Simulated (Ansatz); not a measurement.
## Cd: pressure against volume scale

Plane-wave DFT, scalar-relativistic PAW made under PBE with cores redone for the functional, no dispersion; the given relaxed cell is scaled uniformly, energy at zero smearing counts from the unscaled cell, pressure at the given Fermi-Dirac smearing is positive in compression. The results are calculated, by Ansatz 0.2.0.

The cell before it is scaled or strained (space group Im-3m, No. 229):
```
CELL_PARAMETERS angstrom
-1.84140 1.84140 1.84140
1.84140 -1.84140 1.84140
1.84140 1.84140 -1.84140
ATOMIC_POSITIONS crystal
Cd 0.00000 0.00000 0.00000
```

Settings of every row: spin polarised no; functional RPBE; wave cutoff 420 eV; smearing width 0.1 eV; k mesh 14x14x14.

Atom starting moment: 0 on all atoms.

Limits: the cell comes from a prototype or a list of computed structures and needn't be the stable phase.

```csv
row,volume scale,V (Å³/atom),pressure (GPa),energy change per atom (meV)
1,0.88,21.978,5.31,44.26
2,0.92,22.977,3.08,18.59
3,0.96,23.976,?,?
4,1.04,25.974,-0.7,1.63
5,1.08,26.973,-1.36,8.03
6,1.12,27.972,-1.82,17.94
```

Question: what pressure should row 3 give?

Worked fit of pressure. Take u = (V_r/V)^(2/3) − 1 with V_r = 25.974 Å³ an atom, which is twice the finite (Eulerian) strain; such expansions in the strain, on which the Birch-Murnaghan equation of state is built, carry the rest volume and the bulk modulus. The shown rows have u = 0.11781, 0.08517, 0, -0.02485, -0.0482. Least squares give pressure = −0.728 + 30.495 × u + 174.03 × u² GPa; a straight line predicts inner rows, each left out in turn, worse (root mean square 0.5 against 0.072 GPa). The rows lie off it by 0.03, -0.05, 0.03, 0.02, -0.03 (root mean square 0.033 GPa). The withheld row has u = 0.05481, so the fit gives −0.728 + 30.495 × (0.05481) + 174.03 × (0.05481)² = 1.47 GPa.

The calculation gave 1.43 GPa. The fit lies 0.04 GPa (2.8 % of the value, 0.56 % of the column's range) above it; its largest miss of a shown row is 0.05 GPa.

The other values of row 3: energy change per atom 4.87 meV.
